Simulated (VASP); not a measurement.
# BaS (P4/mmm) in VASP: further runs

Aim: see how the results for BaS move with the level of theory and the settings. Levels: PBE, HSE06, r2SCAN. Tasks: single point.

All numbers are computed with VASP 6.6.1; they aren't measurements. Logs are shortened: lines on timing, memory, paths and dates and some standing lists are left out, and cuts for length are marked.

## 1. The cell of the first run

Symmetry: P4/mmm, No. 123, tetragonal system. The conventional cell has a = 3.834 Å, b = 3.834 Å, c = 3.851 Å, α = 90.00°, β = 90.00°, γ = 90.00°. Around Ba (site symmetry 4/mmm) lie 8 S at 3.33 Å. S (site symmetry 4/mmm) has 8 Ba at 3.33 Å as nearest neighbours.

The cell was built by a generator and needn't be a form met in nature.

## 2. Single point, PBE (uniaxial_z strain +0.4%)

The input, INCAR:

```
SYSTEM = BaS
  PREC = Accurate
  ENCUT = 520
  EDIFF = 1E-6
  ISMEAR = -1
  SIGMA = 0.02
  LREAL = .False.
  LASPH = .True.
  NELM = 100
  ALGO = Fast
  ISIF = 2
  LWAVE = .False.
  LCHARG = .True.
  GGA = PE
  LELF = .True.
  LVHAR = .True.
  NBANDS = 15
```

The input, KPOINTS:

```
Automatic mesh
0
Gamma
  6 6 6
  0 0 0
```

The input, POSCAR:

```
BaS
1.0
    3.8337582616      0.0000000000      0.0000000000
    0.0000000000      3.8337582616      0.0000000000
    0.0000000000      0.0000000000      3.8506267980
Ba S
1 1
Direct
    0.0000000000      0.0000000000      0.0000000000
    0.5000000000      0.5000000000      0.5000000000
```

Potentials or basis: VASP PAW PBE potentials, release 64 (Ba_sv, S).

The run is started by

```console
cat potpaw_PBE.64/Ba_sv/POTCAR potpaw_PBE.64/S/POTCAR > POTCAR
mpirun -np 1 vasp_std > vasp.out
```

OUTCAR:

```text
SYSTEM = BaS
   PREC = Accurate
   ENCUT = 520
   EDIFF = 1E-6
   ISMEAR = -1
   LREAL = .False.
   LASPH = .True.
   NELM = 100
   ISIF = 2
   GGA = PE

 ion  position               nearest neighbor table
   1  0.000  0.000  0.000-   2 3.33   2 3.33   2 3.33   2 3.33   2 3.33   2 3.33   2 3.33   2 3.33

   2  0.500  0.500  0.500-   1 3.33   1 3.33   1 3.33   1 3.33   1 3.33   1 3.33   1 3.33   1 3.33

  LATTYP: Found a simple tetragonal cell.
 ALAT       =     3.8337582616
 C/A-ratio  =     1.0044000000

  Lattice vectors:

 A1 = (   3.8337582616,   0.0000000000,   0.0000000000)
 A2 = (   0.0000000000,   3.8337582616,   0.0000000000)
 A3 = (   0.0000000000,   0.0000000000,   3.8506267980)

Analysis of symmetry for initial positions (statically):
=====================================================================
 Subroutine PRICEL returns:
 Original cell was already a primitive cell.

 Routine SETGRP: Setting up the symmetry group for a
 simple tetragonal supercell.

 Subroutine GETGRP returns: Found 16 space group operations
 (whereof 16 operations were pure point group operations)
 out of a pool of 16 trial point group operations.

The static configuration has the point symmetry D_4h.

Analysis of symmetry for dynamics (positions and initial velocities):
=====================================================================
 Subroutine PRICEL returns:
 Original cell was already a primitive cell.

 Routine SETGRP: Setting up the symmetry group for a
 simple tetragonal supercell.

 Subroutine GETGRP returns: Found 16 space group operations
 (whereof 16 operations were pure point group operations)
 out of a pool of 16 trial point group operations.

The dynamic configuration has the point symmetry D_4h.

 Subroutine INISYM returns: Found 16 space group operations
 (whereof 16 operations are pure point group operations),
 and found     1 'primitive' translations

----------------------------------------------------------------------------------------

                                     Primitive cell

  volume of cell :      56.5954

  direct lattice vectors                    reciprocal lattice vectors
     3.833758262  0.000000000  0.000000000     0.260840651  0.000000000  0.000000000
     0.000000000  3.833758262  0.000000000     0.000000000  0.260840651  0.000000000
     0.000000000  0.000000000  3.850626798     0.000000000  0.000000000  0.259697980

  length of vectors
     3.833758262  3.833758262  3.850626798     0.260840651  0.260840651  0.259697980

  position of ions in fractional coordinates (direct lattice)
     0.000000000  0.000000000  0.000000000
     0.500000000  0.500000000  0.500000000

  ion indices of the primitive-cell ions
   primitive index   ion index
                 1           1
                 2           2

----------------------------------------------------------------------------------------

 KPOINTS: Automatic mesh

Automatic generation of k-mesh.
 Grid dimensions read from file:
 generate k-points for:    6    6    6

 Generating k-lattice:

  Cartesian coordinates                     Fractional coordinates (reciprocal lattice)
     0.043473442  0.000000000  0.000000000     0.166666667  0.000000000  0.000000000
     0.000000000  0.043473442  0.000000000     0.000000000  0.166666667  0.000000000
     0.000000000  0.000000000  0.043282997     0.000000000  0.000000000  0.166666667

  Length of vectors
     0.043473442  0.043473442  0.043282997

  Shift w.r.t. Gamma in fractional coordinates (k-lattice)
     0.000000000  0.000000000  0.000000000

 Subroutine IBZKPT returns following result:
 ===========================================

 Found     40 irreducible k-points:

 Following reciprocal coordinates:
            Coordinates               Weight
  0.000000  0.000000  0.000000      1.000000
  0.166667  0.000000  0.000000      4.000000
  0.333333  0.000000  0.000000      4.000000
  0.500000  0.000000  0.000000      2.000000
  0.166667  0.166667  0.000000      4.000000
  0.333333  0.166667  0.000000      8.000000
[... 16 lines left out ...]
  0.333333  0.000000  0.333333      8.000000
  0.500000  0.000000  0.333333      4.000000
 [... further k-points ...]
   k-points           NKPTS =     40   k-points in BZ     NKDIM =     40   number of bands    NBANDS=     15
   number of dos      NEDOS =    301   number of ions     NIONS =      2
   total plane-waves  NPLWV =  27000
   dimension x,y,z NGX =    30 NGY =   30 NGZ =   30
   dimension x,y,z NGXF=    60 NGYF=   60 NGZF=   60
   ions per type =               1   1
   NGX,Y,Z   is equivalent  to a cutoff of  13.01, 13.01, 12.95 a.u.
   NGXF,Y,Z  is equivalent  to a cutoff of  26.02, 26.02, 25.90 a.u.
 SYSTEM =  BaS
   PREC   = accura    normal or accurate (medium, high low for compatibility)
   ISTART =      0    job   : 0-new  1-cont  2-samecut
   ICHARG =      2    charge: 1-file 2-atom 10-const
   ISPIN  =      1    spin polarized calculation?
   LNONCOLLINEAR =      F non collinear calculations
   LSORBIT =      F    spin-orbit coupling
   LASPH  =      T    aspherical Exc in radial PAW
   ENCUT  =  520.0 eV  38.22 Ry    6.18 a.u.   7.13  7.13  7.16*2*pi/ulx,y,z
   NELM   =    100;   NELMIN=  2; NELMDL= -5     # of ELM steps
   EDIFF  = 0.1E-05   stopping-criterion for ELM
   LREAL  =      F    real-space projection
   EDIFFG = 0.1E-04   stopping-criterion for IOM
   NSW    =      0    number of steps for IOM
   IBRION =     -1    ionic relax: 0-MD 1-quasi-New 2-CG
   NFREE  =      0    steps in history (QN), initial steepest desc. (CG)
   ISIF   =      2    stress and relaxation
   ISYM   =      2    0-nonsym 1-usesym 2-fastsym
   POTIM  = 0.5000    time-step for ionic-motion
   TEBEG  =    0.0;   TEEND  =   0.0 temperature during run
   PSTRESS=    0.0 pullay stress
   NELECT =      16.0000    total number of electrons
   NUPDOWN=      -1.0000    fix difference up-down
   EMIN   =  10.00;   EMAX   =-10.00  energy-range for DOS
   EFERMI =   0.00;   METHOD = LEGACY
   ISMEAR =    -1;   SIGMA  =   0.02  broadening in eV -4-tet -1-fermi 0-gaus
   EFERMI_NEDOS =   21; number of points for ismear=-14 and -15
   IALGO  =     68    algorithm
   IMIX   =      4    mixing-type and parameters
     AMIX     =   0.40;   BMIX     =  1.00
     AMIX_MAG =   1.60;   BMIX_MAG =  1.00
  volume/ion in A,a.u.               =      28.30       190.96
  Fermi-wavevector in a.u.,A,eV,Ry     =   1.074454  2.030424 15.707268  1.154452
  Thomas-Fermi vector in A             =   2.210283
   LORBIT       =      0    0 simple, 1 ext, 2 COOP (PROOUT), +10 PAW based schemes
   GGA     = PE    functional components
   LHFCALC =     F    Hartree Fock is set to
   AEXX    =    0.0000 exact exchange contribution
   IVDW    =     0    specifies the selected vdW correction
   LEPSILON=     F    determine dielectric tensor
   LRPA    =     F    only Hartree local field effects (RPA)
 non-spin polarized calculation
 RMM-DIIS sequential band-by-band and
  energy-cutoff  :      520.00
  volume of cell :       56.60
 maximum number of plane-waves:      1568
 NGX is ok and might be reduce to    30
   NGX = 15   NGY = 15   NGZ = 15

 number of electron      15.9999997 magnetization

 Free energy of the ion-electron system (eV)
  ---------------------------------------------------
  ext. energy  EPLUGINS =         0.00000000
  ---------------------------------------------------
  free energy    TOTEN  =        -9.74881803 eV

  energy without entropy =       -9.74881803  energy(sigma->0) =       -9.74881803

 E-fermi :   3.4042     XC(G=0):  -9.3855

 val. band max:        3.0165924504   @ k =   0.5000   0.0000   0.5000
 cond. band min:       4.4471136647   @ k =   0.0000   0.0000   0.0000
 fundamental gap:      1.4305212142
 Fermi energy:         3.4042478726

 k-point     1 :       0.0000    0.0000    0.0000
  band No.  band energies     occupation
      1     -24.1519      2.00000
      2      -8.9598      2.00000
      3      -8.9495      2.00000
      4      -8.9495      2.00000
      5      -8.0544      2.00000
      6       2.8731      2.00000
      7       2.9045      2.00000
      8       2.9045      2.00000
      9       4.4471      0.00000
     10       4.4497      0.00000
     11       6.8232      0.00000
     12       9.5235      0.00000
     13       9.5235      0.00000
     14       9.5632      0.00000
     15      13.8858      0.00000

 k-point     2 :       0.1667    0.0000    0.0000
  band No.  band energies     occupation
      1     -24.1295      2.00000
      2      -9.4766      2.00000
      3      -8.9297      2.00000
      4      -8.9197      2.00000
      5      -7.6097      2.00000
      6       1.8951      2.00000
      7       2.7166      2.00000
      8       2.7522      2.00000
      9       4.6446      0.00000
     10       5.4774      0.00000
     11       7.7708      0.00000
     12       9.5248      0.00000
     13       9.5541      0.00000
     14       9.6813      0.00000
     15      12.2681      0.00000

 k-point     3 :       0.3333    0.0000    0.0000
  band No.  band energies     occupation
      1     -24.0841      2.00000
      2     -10.1278      2.00000
      3      -8.8682      2.00000
      4      -8.8589      2.00000
      5      -7.0788      2.00000
      6       0.6230      2.00000
      7       2.4037      2.00000
      8       2.4467      2.00000
      9       5.1381      0.00000
     10       7.6194      0.00000
     11       9.3146      0.00000
     12       9.7345      0.00000
     13       9.7425      0.00000
     14      10.0544      0.00000
     15      10.3395      0.00000

 k-point     4 :       0.5000    0.0000    0.0000
  band No.  band energies     occupation
      1     -24.0611      2.00000
      2     -10.3873      2.00000
      3      -8.8368      2.00000
      4      -8.8279      2.00000
      5      -6.8553      2.00000
      6       0.1052      2.00000
      7       2.2483      2.00000
      8       2.2945      2.00000
      9       5.4750      0.00000
     10       9.0784      0.00000
     11       9.4996      0.00000
     12       9.9809      0.00000
     13       9.9886      0.00000
     14      10.2704      0.00000
     15      10.2844      0.00000
[... 307 lines left out ...]
 k-point    22 :       0.1667    0.0000    0.3333
  band No.  band energies     occupation
      1     -24.0660      2.00000
      2     -10.0188      2.00000
      3      -9.1532      2.00000
      4      -8.8367      2.00000
      5      -7.1095      2.00000
      6       0.8226      2.00000
      7       2.1340      2.00000
      8       2.5276      2.00000
      9       5.6055      0.00000
     10       7.8102      0.00000
     11       7.9473      0.00000
     12       8.6099      0.00000
     13      10.0367      0.00000
     14      10.7381      0.00000
     15      11.4362      0.00000

 k-point    23 :       0.3333    0.0000    0.3333
  band No.  band energies     occupation
      1     -24.0231      2.00000
      2      -9.8545      2.00000
      3      -9.5769      2.00000
      4      -8.7856      2.00000
      5      -7.2741      2.00000
      6       1.1156      2.00000
      7       1.8075      2.00000
      8       2.7067      2.00000
      9       5.7945      0.00000
     10       7.1447      0.00000
     11       7.7612      0.00000
     12       8.8176      0.00000
     13       9.0403      0.00000
     14      10.9557      0.00000
     15      13.0683      0.00000

 k-point    24 :       0.5000    0.0000    0.3333
  band No.  band energies     occupation
      1     -24.0014      2.00000
      2      -9.9654      2.00000
      3      -9.5418      2.00000
      4      -8.7596      2.00000
      5      -7.4020      2.00000
      6       1.2079      2.00000
      7       1.7360      2.00000
      8       2.7966      2.00000
      9       5.6255      0.00000
     10       6.8834      0.00000
     11       7.8152      0.00000
     12       7.9106      0.00000
     13       9.9070      0.00000
     14      12.5044      0.00000
     15      13.0745      0.00000

 [... further k-points ...]

------------------------ aborting loop because EDIFF is reached ----------------------------------------

  FORCE on cell =-STRESS in cart. coord.  units (eV):
  Direction    XX          YY          ZZ          XY          YZ          ZX
  --------------------------------------------------------------------------------------
  -------------------------------------------------------------------------------------
  Total        0.4076514      0.4076514      0.2355091      0.0000000      0.0000000      0.0000000
  in kB       11.5403401     11.5403401      6.6671074      0.0000000      0.0000000      0.0000000
  external PRESSURE =       9.9159292 kB  Pullay stress =       0.0000000 kB

 VOLUME and BASIS-vectors are now :
 -----------------------------------------------------------------------------
  energy-cutoff  :      520.00
  volume of cell :       56.60
      direct lattice vectors                 reciprocal lattice vectors
     3.833758262  0.000000000  0.000000000     0.260840651  0.000000000  0.000000000
     0.000000000  3.833758262  0.000000000     0.000000000  0.260840651  0.000000000
     0.000000000  0.000000000  3.850626798     0.000000000  0.000000000  0.259697980

 POSITION                                       TOTAL-FORCE (eV/Angst)
 -----------------------------------------------------------------------------------
      0.00000      0.00000      0.00000         0.000000      0.000000      0.000000
      1.91688      1.91688      1.92531         0.000000      0.000000      0.000000
 -----------------------------------------------------------------------------------
    total drift:                                0.000000     -0.000000     -0.000000

  FREE ENERGIE OF THE ION-ELECTRON SYSTEM (eV)
  ---------------------------------------------------
  free  energy   TOTEN  =        -9.7488180286 eV

  energy  without entropy=       -9.7488180286  energy(sigma->0) =       -9.74881803
```

It took 20 s on 1 thread of Intel Xeon Platinum 8488C (Sapphire Rapids), shared host; peak memory 0.18 GiB.

Results:

| Item | Value |
| --- | --- |
| Free energy | -9.7488 eV |
| Pressure | 1.0 GPa |
| Band gap on the k mesh | 1.43 eV, indirect (least direct gap 1.54 eV) |

Stress tensor (GPa, compression positive):
```
1.15 0.00 0.00
0.00 1.15 0.00
0.00 0.00 0.67
```

Caveat: spin-orbit coupling is left out, which moves the levels of the heavy elements.

## 3. Single point, HSE06 (uniaxial_z strain +0.4%)

POSCAR is that of step 2.

The input, INCAR.step1:

```
ALGO     = Normal         # electronic algorithm
EDIFF    = 1E-5           # SCF threshold, eV
ENCUT    = 520            # plane-wave cutoff, eV
GGA      = PE             # functional
ISIF     = 2              # what is computed and relaxed
ISMEAR   = 0              # smearing method
LASPH    = T              # aspherical terms in the spheres
LCHARG   = F              # write CHGCAR
LREAL    = F              # projectors in reciprocal space
LWAVE    = T              # write WAVECAR
NBANDS   = 15             # bands
NELM     = 100            # most SCF steps
PREC     = Accurate       # precision mode
SIGMA    = 0.01           # smearing width, eV
```

The input, INCAR.step2:

```
ALGO     = Normal         # electronic algorithm
EDIFF    = 1E-6           # SCF threshold, eV
ENCUT    = 520            # plane-wave cutoff, eV
GGA      = PE             # functional
HFSCREEN = 0.2079         # screening, 1/A
ISIF     = 2              # what is computed and relaxed
ISMEAR   = 0              # smearing method
ISTART   = 1            
LASPH    = T              # aspherical terms in the spheres
LCHARG   = F              # write CHGCAR
LHFCALC  = T              # exact exchange
LREAL    = F              # projectors in reciprocal space
LWAVE    = F              # write WAVECAR
NBANDS   = 15             # bands
NELM     = 100            # most SCF steps
PREC     = Accurate       # precision mode
PRECFOCK = Normal       
SIGMA    = 0.01           # smearing width, eV
```

The input, KPOINTS:

```
k-points
0
Gamma
  4 4 4
```

Potentials or basis: VASP PAW PBE potentials, release 64 (Ba_sv, S).

The run is started by

```console
cat potpaw_PBE.64/Ba_sv/POTCAR potpaw_PBE.64/S/POTCAR > POTCAR
cp INCAR.step1 INCAR
mpirun -np 1 vasp_std > vasp.out
cp INCAR.step2 INCAR
mpirun -np 1 vasp_std > vasp.out
```

Run time: 6.7 min. Hardware: 1 thread of Intel Xeon Platinum 8488C (Sapphire Rapids), shared host; peak memory 0.28 GiB.

The run converged. Its results:

- Free energy: -11.0978 eV
- Pressure: 0.2 GPa
- Band gap on the k mesh: 2.33 eV, indirect (least direct gap 2.46 eV)

Stress tensor (GPa, compression positive):
```
 0.42  0.00  0.00
 0.00  0.42  0.00
 0.00  0.00 -0.10
```

Levels at points of the mesh, in eV from the valence-band top:
```csv
k point,band 6,band 7,band 8,band 9,band 10,band 11
"(0.00, 0.00, 0.00)",-0.16,-0.13,-0.13,2.33,2.34,4.82
"(0.50, 0.00, 0.00)",-3.16,-0.81,-0.76,3.49,7.27,7.45
"(0.50, 0.50, 0.00)",-1.53,-1.53,-0.03,3.14,4.26,5.30
"(0.00, 0.00, 0.50)",-3.15,-0.77,-0.77,3.46,7.22,7.47
"(0.50, 0.00, 0.50)",-1.54,-1.52,0.00,3.12,4.33,5.34
"(0.50, 0.50, 0.50)",-3.01,-3.01,-3.01,8.56,8.60,8.60
```

Caveat: the PAW data sets were made with another functional, which shifts forces and pressure a little; spin-orbit coupling is left out, which moves the levels of the heavy elements. A k mesh can miss the band edges.

## 4. Single point, r2SCAN (uniaxial_z strain +0.4%)

POSCAR is that of step 3.

The input, INCAR.step1:

```
SYSTEM = BaS
ALGO = Normal ; EDIFF = 1E-4
ENCUT = 520 ; GGA = PE
ISMEAR = 0 ; LASPH = .True.
LCHARG = .False. ; LREAL = .False.
LWAVE = .True. ; NBANDS = 15
NELM = 100 ; PREC = Accurate
SIGMA = 0.01
```

The input, INCAR.step2:

```
SYSTEM = BaS
ALGO = Normal ; EDIFF = 1E-6
ENCUT = 520 ; ISIF = 2
ISMEAR = 0 ; ISTART = 1
LASPH = .True. ; LCHARG = .False.
LMIXTAU = .True. ; LREAL = .False.
LWAVE = .False. ; METAGGA = R2SCAN
NBANDS = 15 ; NELM = 100
PREC = Accurate ; SIGMA = 0.01
```

The input, KPOINTS:

```
k-points
0
Gamma
  6 6 6
  0 0 0
```

The run is started by

```console
cat potpaw_PBE.64/Ba_sv/POTCAR potpaw_PBE.64/S/POTCAR > POTCAR
cp INCAR.step1 INCAR
mpirun -np 1 vasp_std > vasp.out
cp INCAR.step2 INCAR
mpirun -np 1 vasp_std > vasp.out
```

Wall time 76 s (1 thread of Intel Xeon Platinum 8488C (Sapphire Rapids), shared host); peak memory 0.18 GiB.

It converged, with:

- Free energy: -38.8034 eV
- Pressure: 0.7 GPa
- Band gap on the k mesh: 1.80 eV, indirect (least direct gap 1.91 eV)

Stress tensor (GPa, compression positive):
```
0.91 0.00 0.00
0.00 0.91 0.00
0.00 0.00 0.40
```

Levels at points of the mesh, in eV from the valence-band top:
```csv
k point,band 4,band 5,band 6,band 7,band 8,band 9,band 10,band 11,band 12,band 13
"(0.00, 0.00, 0.00)",-12.37,-11.53,-0.14,-0.11,-0.11,1.80,1.81,4.64,7.01,7.01
"(0.50, 0.00, 0.00)",-12.24,-10.26,-2.89,-0.76,-0.72,2.86,6.58,7.03,7.54,7.55
"(0.50, 0.50, 0.00)",-12.16,-11.09,-1.41,-1.41,-0.03,2.66,3.82,4.75,4.75,9.30
"(0.00, 0.00, 0.50)",-12.25,-10.26,-2.89,-0.72,-0.72,2.83,6.53,7.05,7.59,7.59
"(0.50, 0.00, 0.50)",-12.15,-11.10,-1.41,-1.40,0.00,2.64,3.88,4.78,4.81,9.26
"(0.50, 0.50, 0.50)",-12.97,-10.71,-2.80,-2.80,-2.80,7.87,7.91,7.91,8.37,8.41
```

Caveat: the PAW data sets were made with another functional, which shifts forces and pressure a little; spin-orbit coupling is left out, which moves the levels of the heavy elements.

## 5. The runs side by side

```csv
level,k mesh,smearing,exchange at q = 0,grid for exact exchange (PRECFOCK),screening parameter,gap on the mesh (eV),pressure (GPa)
PBE,6 × 6 × 6,fermi-dirac 0.02 eV,-,-,-,1.43,1.0
HSE06,4 × 4 × 4,gaussian 0.01 eV,truncated,Normal,0.2079 1/A,2.33,0.2
r2SCAN,6 × 6 × 6,gaussian 0.01 eV,-,-,-,1.80,0.7
```

Alike in all rows: task single point; potentials or basis VASP PAW PBE potentials, release 64 (Ba_sv, S); no spin polarisation; cell uniaxial_z strain +0.4%; cutoff (eV) 520.

Caveats: spin-orbit coupling is left out, which moves the levels of the heavy elements; the PAW data sets were made with another functional, which shifts forces and pressure a little (some runs).

Total energies depend on the potentials used, so only differences within one code and one set of settings carry meaning.
